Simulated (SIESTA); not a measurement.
Runs of SIESTA 5.4.2 on TePb. It takes space group Fm-3m (No. 225, cubic). Conventional cell: a = 6.462 Å, b = 6.462 Å, c = 6.462 Å, α = 90.00°, β = 90.00°, γ = 90.00°. Around Pb (site symmetry m-3m) lie 6 Te at 3.23 Å. Te (site symmetry m-3m) is surrounded by 6 Pb at 3.23 Å. 

| task | level | potentials or basis | pressure (GPa) |
| --- | --- | --- | --- |
| band structure | PBEsol | PseudoDojo 0.4 standard (PBEsol files), DZP (energy shift 0.003 Ry; two zetas on semicore shells) | 0.1 |
| band structure | LDA | PseudoDojo 0.4 standard (LDA files), DZP (energy shift 0.003 Ry; two zetas on semicore shells) | -1.3 |
| band structure | BLYP | PseudoDojo 0.4 standard (PBE files), DZP (energy shift 0.003 Ry; two zetas on semicore shells) | (a) |
| band structure | vdW-DF-cx | PseudoDojo 0.4 standard (PBE files), DZP (energy shift 0.003 Ry; two zetas on semicore shells) | 0.7 |
| band structure | AM05 | PseudoDojo 0.4 standard (PBEsol files), DZP (energy shift 0.003 Ry; two zetas on semicore shells) | (b) |

Alike in all rows: no spin polarisation; cell as given; k mesh 7 × 7 × 7; smearing fermi-dirac 0.05 eV; grid cutoff 500 Ry; energy shift 0.003 Ry.

Problem. Estimate the missing entries.

Solution. (a) 5.5; (b) 0.5.

Caveats: the basis of atomic orbitals isn't converged, which shifts pressures, moduli and gaps; the potentials were made for another functional, which shifts forces and pressure (some runs).
